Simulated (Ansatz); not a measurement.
**Ionic part of the dielectric constant of CaF2 at 25 GPa, mode by mode**

Computed with DFT PBEsol, scalar-relativistic, plane waves, PAW in Ansatz. Settings: 420 eV plane-wave cutoff, Γ-centred 8×8×8 mesh, fixed occupations. No spin polarisation. Phonons by linear response, acoustic sum rule imposed.

It takes space group Fm-3m (No. 225, cubic). Conventional cell: a = 5.090 Å, b = 5.090 Å, c = 5.090 Å, α = 90.00°, β = 90.00°, γ = 90.00°. Ca (site symmetry m-3m) has 8 F at 2.20 Å as nearest neighbours. Around F (site symmetry -43m) lie 4 Ca at 2.20 Å.

The real crystal has changed phase below this pressure.

The primitive cell has V = 32.98 Å³ and ε∞,yy = 2.466. Each polar mode adds Δε = (4.92064×10⁷/V)·S/ν² along y, with S its oscillator strength in e²/amu, ν in cm⁻¹ and V in Å³.

Problem. From these modes, find each Δε and ε0,yy.
```csv
ν (cm⁻¹),S_yy (e²/amu)
384.1,0.3029
```

Solution.
```
ν (cm⁻¹)    Δε
   384.1  3.06
```

The sum is 3.065, so ε0,yy = 5.53; the run's tensor has 5.53.

Problem. Where do the longitudinal modes lie for a wave vector along y?

Solution. At 575 cm⁻¹. The Lyddane–Sachs–Teller product Π(ν_LO/ν_TO)² = 2.24 matches ε0/ε∞ = 2.24.

Cost: 1 run of about 0.21 core-minutes, on Intel Xeon 6975P-C (Granite Rapids) (shared hosts).

The lattice supplies slightly more than half of the static dielectric constant, with Δε = 3.06 against an electronic part of 2.466. All of it comes from the one polar optical mode of fluorite, in which the Ca and F sublattices move against each other. The Raman-active motion of the two F sublattices carries no dipole by symmetry. The oscillator strength implies a dynamical Ca charge somewhat above the formal ionic value, which suggests that a little charge is transferred between F 2p and empty Ca 3d states as the ions move.

The same dipole creates the macroscopic field that lifts the longitudinal mode to 575 cm⁻¹, since tightly bound fluoride electrons screen it only weakly. Because Δε falls as the inverse square of the frequency, the stiffening of short Ca–F contacts under compression probably explains why ε0 lies below the familiar ambient value. The Lyddane–Sachs–Teller match shows internal consistency, not accuracy against experiment, and a real polar frequency at the zone centre doesn't establish dynamical stability at other wave vectors.
